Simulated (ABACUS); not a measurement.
# V (Im-3m) in ABACUS: further runs

One crystal, V, is run at these levels: PBE; tasks: equation of state.

All numbers are computed with ABACUS 3.10.1; they aren't measurements. Logs are shortened: lines on timing, memory, paths and dates and some standing lists are left out, and cuts for length are marked.

## Step 1: The crystal as given

Symmetry: Im-3m, No. 229, cubic system. The conventional cell has a = 3.029 Å, b = 3.029 Å, c = 3.029 Å, α = 90.00°, β = 90.00°, γ = 90.00°. V (site symmetry m-3m) is surrounded by 8 V at 2.62 Å.

## Step 2: Equation of state, PBE, collinear spin, ferromagnetic start, 13.06 Å³/atom (volume scaled by 0.94)

The input, INPUT:

```
INPUT_PARAMETERS
suffix              V
calculation         scf
basis_type          lcao
pseudo_dir          ./
orbital_dir         ./
symmetry            1
dft_functional      pbe
ecutwfc             100
pseudo_rcut         10
nspin               2
nbands              12
ks_solver           genelpa
smearing_method     fd
smearing_sigma      0.00367493
scf_thr             1e-07
scf_nmax            100
mixing_type         broyden
mixing_beta         0.4
cal_force           1
cal_stress          1
out_mul             1
```

The input, STRU:

```
ATOMIC_SPECIES
V 50.9415 V.upf

NUMERICAL_ORBITAL
V_confined-atom_7au_3s2p2d1f.orb

LATTICE_CONSTANT
1.8897261246

LATTICE_VECTORS
-1.4834362237 1.4834362237 1.4834362237
1.4834362237 -1.4834362237 1.4834362237
1.4834362237 1.4834362237 -1.4834362237

ATOMIC_POSITIONS
Direct

V
0.0
1
0.0000000000 0.0000000000 0.0000000000 1 1 1 mag 2
```

The input, KPT:

```
K_POINTS
0
Gamma
12 12 12 0 0 0
```

Potentials or basis: PseudoDojo NC SR 0.4.1 PBE standard, DZP LCAO (the cutoffs set its grid).

Started as:

```console
> OMP_NUM_THREADS=1 mpirun -np 4 abacus > log
```

running log:

```text
ABACUS v3.10.1

               Atomic-orbital Based Ab-initio Computation at UStc

 ------------------------------------------------------------------------------------

 READING GENERAL INFORMATION
                           global_out_dir = OUT.V/
                           global_in_card = INPUT
                               pseudo_dir = ./
                              orbital_dir = ./
                                    DSIZE = 4
                                    GSIZE = 1

 READING UNITCELL INFORMATION
                                    ntype = 1
                  lattice constant (Bohr) = 1.88973
              lattice constant (Angstrom) = 1

 READING ATOM TYPE 1
                               atom label = V
                      L=0, number of zeta = 3
                      L=1, number of zeta = 2
                      L=2, number of zeta = 2
                      L=3, number of zeta = 1
             number of atom for this type = 1
               magnetization of element 1 = 2

                        TOTAL ATOM NUMBER = 1
DIRECT COORDINATES
    atom                   x                   y                   z     mag                  vx                  vy                  vz
taud_V1            0.0000000000        0.0000000000        0.0000000000  2.0000        0.0000000000        0.0000000000        0.0000000000

                          Volume (Bohr^3) = 88.1177
                             Volume (A^3) = 13.0577

 Lattice vectors: (Cartesian coordinate: in unit of a_0)
             -1.48344            +1.48344            +1.48344
             +1.48344            -1.48344            +1.48344
             +1.48344            +1.48344            -1.48344
 Reciprocal vectors: (Cartesian coordinate: in unit of 2 pi/a_0)
                   +0           +0.337055           +0.337055
            +0.337055                  +0           +0.337055
            +0.337055           +0.337055                  +0
 The esolver type has been set to : ksdft_lcao

                PAO radial cut off (Bohr) = 10

 Read in pseudopotential file is V.upf
                     pseudopotential type = NC
          exchange-correlation functional = PBE
                 nonlocal core correction = 1
                        valence electrons = 13
                                     lmax = 2
                           number of zeta = 4
                     number of projectors = 6
                           L of projector = 0
                           L of projector = 0
                           L of projector = 1
                           L of projector = 1
                           L of projector = 2
                           L of projector = 2
     initial pseudo atomic orbital number = 10
 The readin total magnetization is 2

 SETUP THE ELECTRONS NUMBER
             electron number of element V = 13
       total electron number of element V = 13
            AUTOSET number of electrons:  = 13
                           occupied bands = 7
                                   NLOCAL = 26
                                   NBANDS = 12
                                   NBANDS = 12
                                   NLOCAL = 26

%%%%%%%%%%%%%%%%%%%%%%%%%%%%%%%%%%%%%%%%%%%%%%%%%%%%%%%%%%%%%%%%%%%%%%%%%%%%%%%%%%%%%%%%%%%%%%%%%%%%%%%%%%
 Warning: the number of valence electrons in pseudopotential > 5 for V: [Ar] 3d3 4s2
 Pseudopotentials with additional electrons can yield (more) accurate outcomes, but may be less efficient.
 If you're confident that your chosen pseudopotential is appropriate, you can safely ignore this warning.
%%%%%%%%%%%%%%%%%%%%%%%%%%%%%%%%%%%%%%%%%%%%%%%%%%%%%%%%%%%%%%%%%%%%%%%%%%%%%%%%%%%%%%%%%%%%%%%%%%%%%%%%%%

 SETUP THE PLANE WAVE BASIS
 energy cutoff for charge/potential (unit:Ry) = 400
            fft grid for charge/potential = [ 32, 32, 32 ]
                        fft grid division = [ 4, 4, 4 ]
        big fft grid for charge/potential = [ 8, 8, 8 ]
                                     nbxx = 128
                                     nrxx = 8192

 SETUP PLANE WAVES FOR CHARGE/POTENTIAL
                    number of plane waves = 11993
                         number of sticks = 709

 PARALLEL PW FOR CHARGE/POTENTIAL
     PROC   COLUMNS(POT)             PW
        1            178           3001
        2            177           2997
[... 47 lines left out ...]
                                    nspin = 2
                   Input type of k points = Monkhorst-Pack(Gamma)
                                   nkstot = 1728
                       right hand lattice = 1
(for reciprocal lattice: )
[... 8 lines left out ...]
                       right hand lattice = 1
                        ROTATION MATRICES = 48
                               nkstot_ibz = 72
K-POINTS REDUCTION ACCORDING TO SYMMETRY
     IBZ    DIRECT_X    DIRECT_Y    DIRECT_Z  WEIGHT  ibz2bz
       1  0.00000000  0.00000000  0.00000000  0.0006       0
       2 -0.08333333  0.08333333  0.00000000  0.0069       1
       3 -0.16666667  0.16666667  0.00000000  0.0069       2
       4 -0.25000000  0.25000000  0.00000000  0.0069       3
       5 -0.33333333  0.33333333  0.00000000  0.0069       4
       6 -0.41666667  0.41666667  0.00000000  0.0069       5
[... 22 lines left out ...]
      29 -0.16666667  0.16666667  0.08333333  0.0139     178
      30  0.41666667  0.25000000  0.25000000  0.0139     183
[... 42 further k points ...]

                               nkstot now = 72
[... K-POINTS DIRECT COORDINATES: 72 rows ...]

           k-point number in this process = 72
       minimum distributed K point number = 72
[... stars of the k points ...]
                             nks(nspin=2) = 144
                          nkstot(nspin=2) = 144

[... K-POINTS CARTESIAN COORDINATES: 144 rows ...]

[... K-POINTS DIRECT COORDINATES: 144 rows ...]

 SETUP PLANE WAVES FOR WAVE FUNCTIONS
     energy cutoff for wavefunc (unit:Ry) = 100
              fft grid for wave functions = [ 32, 32, 32 ]
                    number of plane waves = 2491
                         number of sticks = 249

 PARALLEL PW FOR WAVE FUNCTIONS
     PROC   COLUMNS(POT)             PW
        1             63            624
        2             62            622
        3             62            622
        4             62            623
 --------------- sum -------------------
        4            249           2491

 SET NONLOCAL PSEUDOPOTENTIAL PROJECTORS
 max number of nonlocal projetors among all species is 6

 -------------------------------------------
 SELF-CONSISTENT
 -------------------------------------------

 SETUP SEARCHING RADIUS FOR PROGRAM TO SEARCH ADJACENT ATOMS
                  longest orb rcut (Bohr) = 7
   longest nonlocal projector rcut (Bohr) = 1.7
                     search radius (Bohr) = 17.4
              searching radius is (Bohr)) = 17.4
         searching radius unit is (Bohr)) = 1.89
                         PeriodicBoundary = 1
                        Radius(unit:lat0) = 9.21
                                   glayer = [ 6, 6, 6 ]
                             glayer_minus = [ 5, 5, 5 ]

Find the coordinate range of the input atom(unit:lat0).
                                  min_tau = [ -22.3, -22.3, -22.3 ]
                                  max_tau = [ 22.3, 22.3, 22.3 ]
                                BoxNumber = [ 11, 11, 11 ]

 SETUP EXTENDED REAL SPACE GRID FOR GRID INTEGRATION
                          real space grid = [ 32, 32, 32 ]
                 big cell numbers in grid = [ 8, 8, 8 ]
             meshcell numbers in big cell = [ 4, 4, 4 ]
                        extended fft grid = [ 15, 15, 15 ]
                dimension of extened grid = [ 39, 39, 39 ]
                            UnitCellTotal = 125
              Atom number in sub-FFT-grid = 1
    Local orbitals number in sub-FFT-grid = 26
                                ParaV.nnr = 25181
                                 init_chg = atomic

 LCAO ALGORITHM --------------- ION=   1  ELEC=   1--------------------------------
          total magnetism (Bohr mag/cell) = 0.851549
       absolute magnetism (Bohr mag/cell) = 0.85155
                        nelec for spin up = 6.92577
                      nelec for spin down = 6.07423
[... 226 lines left out ...]
 Density error is 6.56626127348e-08
----------------------------------------------------------
     Energy           Rydberg                 eV
----------------------------------------------------------
 E_KohnSham     -147.6127850227      -2008.3749739578
 E_KS(sigma->0) -147.6121369467      -2008.3661564318
 E_Harris       -147.6127844964      -2008.3749667971
 E_band         -9.8858303619        -134.5036223831
 E_one_elec     -43.2337816886       -588.2257770524
 E_Hartree      28.2488997939        384.3459994274
 E_xc           -22.9285645101       -311.9591242981
 E_Ewald        -109.6980424659      -1492.5184369827
 E_entropy(-TS) -0.0012961520        -0.0176350521
 E_descf        0.0000000000         0.0000000000
 E_exx          0.0000000000         0.0000000000
 E_Fermi        1.2705037344         17.2860901179
----------------------------------------------------------

 charge density convergence is achieved
 final etot is -2008.374974 eV
 EFERMI = 17.286090118 eV

 STATE ENERGY(eV) AND OCCUPATIONS    NSPIN == 2
SPIN UP :
 1/72 kpoint (Cartesian) = 0.0000 0.0000 0.0000 (382 pws)
       1       -46.3924    0.000578704
       2       -19.6376    0.000578704
       3       -19.6376    0.000578704
       4       -19.6376    0.000578704
       5        10.6238    0.000578704
       6        17.7403    6.56042e-08
       7        17.7403    6.56042e-08
       8        17.7403    6.56042e-08
       9        19.8586    2.61867e-26
      10        19.8586    2.61867e-26
      11        38.3279        0.00000
      12        38.3279        0.00000
[... 57 lines left out ...]
 6/72 kpoint (Cartesian) = 0.14044 -0.14044 0.0000 (372 pws)
       1       -46.1839     0.00694444
       2       -20.5690     0.00694444
       3       -19.9262     0.00694444
       4       -19.6456     0.00694444
       5        14.0005     0.00694444
       6        16.2002     0.00694444
       7        18.3803    2.17444e-12
       8        19.8141    7.65359e-25
       9        20.1569    8.04879e-28
      10        21.2655    1.89148e-37
      11        28.9235        0.00000
      12        33.8835        0.00000

[... levels at 138 further k points ...]

-------------------------------------------------
 Total Magnetism (uB)
-------------------------------------------------
                         V1         0.0000057296
-------------------------------------------------

 correction force for each atom along direction 1 is 2.84302e-14
 correction force for each atom along direction 2 is -6.74613e-14
 correction force for each atom along direction 3 is 1.36030e-14
------------------------------------------------------------------------------------------
 TOTAL-FORCE (eV/Angstrom)
------------------------------------------------------------------------------------------
                        V1         0.0000000000         0.0000000000         0.0000000000
------------------------------------------------------------------------------------------

----------------------------------------------------------------
 TOTAL-STRESS (KBAR)
----------------------------------------------------------------
        71.2306701379         0.0000000000         0.0000000000
         0.0000000000        71.2306701379        -0.0000000000
        -0.0000000000        -0.0000000000        71.2306701379
----------------------------------------------------------------
 TOTAL-PRESSURE: 71.230670 KBAR

 --------------------------------------------
 !FINAL_ETOT_IS -2008.3749739578133813 eV
 --------------------------------------------
```

Wall time 9.8 s (4 MPI ranks of AMD EPYC 9B14 (Zen 4), shared host); peak memory 0.4 GiB.

What came out:

| Item | Value |
| --- | --- |
| Free energy | -2008.3750 eV |
| Pressure | 7.1 GPa |
| Band gap on the k mesh | none (metal or under the smearing width) |
| Net moment | 0.00 μB per cell |
| Absolute moment | 0.00 μB per cell |

Caveat: the atomic orbitals were generated for these runs and aren't a published set; the basis of atomic orbitals isn't converged, which shifts pressures, moduli and gaps.

## Step 3: Equation of state, PBE, collinear spin, ferromagnetic start, 13.34 Å³/atom (volume scaled by 0.96)

INPUT is that of step 2.

The input, STRU:

```
ATOMIC_SPECIES
V 50.9415 V.upf

NUMERICAL_ORBITAL
V_confined-atom_7au_3s2p2d1f.orb

LATTICE_CONSTANT
1.8897261246

LATTICE_VECTORS
-1.4938833019 1.4938833019 1.4938833019
1.4938833019 -1.4938833019 1.4938833019
1.4938833019 1.4938833019 -1.4938833019

ATOMIC_POSITIONS
Direct

V
0.0
1
0.0000000000 0.0000000000 0.0000000000 1 1 1 mag 2
```

KPT is that of step 2.

Potentials or basis: PseudoDojo NC SR 0.4.1 PBE standard, DZP LCAO (the cutoffs set its grid).

Started as:

```console
> OMP_NUM_THREADS=1 mpirun -np 4 abacus > log
```

Run time: 9.7 s. Hardware: 4 MPI ranks of AMD EPYC 9B14 (Zen 4), shared host; peak memory 0.4 GiB.

It converged, with:

* Free energy: -2008.3835 eV
* Pressure: 2.9 GPa
* Band gap on the k mesh: none (metal or under the smearing width)
* Net moment: 0.00 μB per cell
* Absolute moment: 0.00 μB per cell

Caveat: the atomic orbitals were generated for these runs and aren't a published set; the basis of atomic orbitals isn't converged, which shifts pressures, moduli and gaps.

## Step 4: Equation of state, PBE, collinear spin, ferromagnetic start, 13.61 Å³/atom (volume scaled by 0.98)

INPUT is that of step 3.

The input, STRU:

```
ATOMIC_SPECIES
V 50.9415 V.upf

NUMERICAL_ORBITAL
V_confined-atom_7au_3s2p2d1f.orb

LATTICE_CONSTANT
1.8897261246

LATTICE_VECTORS
-1.5041862709 1.5041862709 1.5041862709
1.5041862709 -1.5041862709 1.5041862709
1.5041862709 1.5041862709 -1.5041862709

ATOMIC_POSITIONS
Direct

V
0.0
1
0.0000000000 0.0000000000 0.0000000000 1 1 1 mag 2
```

KPT is that of step 3.

Started as:

```console
> OMP_NUM_THREADS=1 mpirun -np 4 abacus > log
```

Wall time 8.9 s (4 MPI ranks of AMD EPYC 9B14 (Zen 4), shared host); peak memory 0.4 GiB.

Results (log left out):

```
Free energy            : -2008.3853 eV
Pressure               : -0.9 GPa
Band gap on the k mesh : none (metal or under the smearing width)
Net moment             : 0.00 μB per cell
Absolute moment        : 0.00 μB per cell
```

Caveat: the atomic orbitals were generated for these runs and aren't a published set; the basis of atomic orbitals isn't converged, which shifts pressures, moduli and gaps.

## Step 5: Equation of state, PBE, collinear spin, ferromagnetic start, 13.89 Å³/atom

INPUT is that of step 4.

The input, STRU:

```
ATOMIC_SPECIES
V 50.9415 V.upf

NUMERICAL_ORBITAL
V_confined-atom_7au_3s2p2d1f.orb

LATTICE_CONSTANT
1.8897261246

LATTICE_VECTORS
-1.5143500000 1.5143500000 1.5143500000
1.5143500000 -1.5143500000 1.5143500000
1.5143500000 1.5143500000 -1.5143500000

ATOMIC_POSITIONS
Direct

V
0.0
1
0.0000000000 0.0000000000 0.0000000000 1 1 1 mag 2
```

KPT is that of step 4.

Started as:

```console
> OMP_NUM_THREADS=1 mpirun -np 4 abacus > log
```

Wall time 9.2 s (4 MPI ranks of AMD EPYC 9B14 (Zen 4), shared host); peak memory 0.4 GiB.

It converged, with:

| Quantity | Value |
| --- | --- |
| Free energy | -2008.3807 eV |
| Pressure | -4.4 GPa |
| Band gap on the k mesh | none (metal or under the smearing width) |
| Net moment | 0.00 μB per cell |
| Absolute moment | 0.00 μB per cell |

Caveat: the atomic orbitals were generated for these runs and aren't a published set; the basis of atomic orbitals isn't converged, which shifts pressures, moduli and gaps.

## Step 6: Equation of state, PBE, collinear spin, ferromagnetic start, 14.17 Å³/atom (volume scaled by 1.02)

INPUT is that of step 5.

The input, STRU:

```
ATOMIC_SPECIES
V 50.9415 V.upf

NUMERICAL_ORBITAL
V_confined-atom_7au_3s2p2d1f.orb

LATTICE_CONSTANT
1.8897261246

LATTICE_VECTORS
-1.5243791002 1.5243791002 1.5243791002
1.5243791002 -1.5243791002 1.5243791002
1.5243791002 1.5243791002 -1.5243791002

ATOMIC_POSITIONS
Direct

V
0.0
1
0.0000000000 0.0000000000 0.0000000000 1 1 1 mag 2
```

KPT is that of step 5.

Potentials or basis: PseudoDojo NC SR 0.4.1 PBE standard, DZP LCAO (the cutoffs set its grid).

Started as:

```console
> OMP_NUM_THREADS=1 mpirun -np 4 abacus > log
```

Run time: 9.4 s. Hardware: 4 MPI ranks of AMD EPYC 9B14 (Zen 4), shared host; peak memory 0.4 GiB.

It converged, with:

- Free energy: -2008.3704 eV
- Pressure: -7.5 GPa
- Band gap on the k mesh: none (metal or under the smearing width)
- Net moment: 0.00 μB per cell
- Absolute moment: 0.00 μB per cell

Caveat: the atomic orbitals were generated for these runs and aren't a published set; the basis of atomic orbitals isn't converged, which shifts pressures, moduli and gaps.

## Step 7: Equation of state, PBE, collinear spin, ferromagnetic start, 14.45 Å³/atom (volume scaled by 1.04)

INPUT is that of step 6.

The input, STRU:

```
ATOMIC_SPECIES
V 50.9415 V.upf

NUMERICAL_ORBITAL
V_confined-atom_7au_3s2p2d1f.orb

LATTICE_CONSTANT
1.8897261246

LATTICE_VECTORS
-1.5342779432 1.5342779432 1.5342779432
1.5342779432 -1.5342779432 1.5342779432
1.5342779432 1.5342779432 -1.5342779432

ATOMIC_POSITIONS
Direct

V
0.0
1
0.0000000000 0.0000000000 0.0000000000 1 1 1 mag 2
```

KPT is that of step 6.

Started as:

```console
> OMP_NUM_THREADS=1 mpirun -np 4 abacus > log
```

It took 9.2 s on 4 MPI ranks of AMD EPYC 9B14 (Zen 4), shared host; peak memory 0.4 GiB.

It converged, with:

* Free energy: -2008.3548 eV
* Pressure: -10.3 GPa
* Band gap on the k mesh: none (metal or under the smearing width)
* Net moment: 0.00 μB per cell
* Absolute moment: 0.00 μB per cell

Caveat: the atomic orbitals were generated for these runs and aren't a published set; the basis of atomic orbitals isn't converged, which shifts pressures, moduli and gaps.

## Step 8: Equation of state, PBE, collinear spin, ferromagnetic start, 14.72 Å³/atom (volume scaled by 1.06)

INPUT is that of step 7.

The input, STRU:

```
ATOMIC_SPECIES
V 50.9415 V.upf

NUMERICAL_ORBITAL
V_confined-atom_7au_3s2p2d1f.orb

LATTICE_CONSTANT
1.8897261246

LATTICE_VECTORS
-1.5440506776 1.5440506776 1.5440506776
1.5440506776 -1.5440506776 1.5440506776
1.5440506776 1.5440506776 -1.5440506776

ATOMIC_POSITIONS
Direct

V
0.0
1
0.0000000000 0.0000000000 0.0000000000 1 1 1 mag 2
```

KPT is that of step 7.

Started as:

```console
> OMP_NUM_THREADS=1 mpirun -np 4 abacus > log
```

Run time: 12 s. Hardware: 4 MPI ranks of AMD EPYC 9B14 (Zen 4), shared host; peak memory 0.4 GiB.

It converged, with:

- Free energy: -2008.3346 eV
- Pressure: -12.9 GPa
- Band gap on the k mesh: none (metal or under the smearing width)
- Net moment: 0.00 μB per cell
- Absolute moment: 0.00 μB per cell

Caveat: the atomic orbitals were generated for these runs and aren't a published set; the basis of atomic orbitals isn't converged, which shifts pressures, moduli and gaps.

## Step 9: Equation of state, PBE, collinear spin, ferromagnetic start

Potentials or basis: PseudoDojo NC SR 0.4.1 PBE standard, DZP LCAO (the cutoffs set its grid).

No new run: the results of the series are fitted here.

What came out:

| Quantity | Value |
| --- | --- |
| Equilibrium volume | 13.55 Å³/atom |
| Bulk modulus | 181 GPa |
| Pressure derivative of the bulk modulus | 3.6 (rough: it moves with the points fitted) |

Energy against volume, from the lowest point:
```tsv
volume (Å³/atom)	energy (meV/atom)
13.058	10.36
13.336	1.82
13.613	0.00
13.891	4.63
14.169	14.92
14.447	30.51
14.725	50.71
```

Caveat: the atomic orbitals were generated for these runs and aren't a published set; the basis of atomic orbitals isn't converged, which shifts pressures, moduli and gaps.
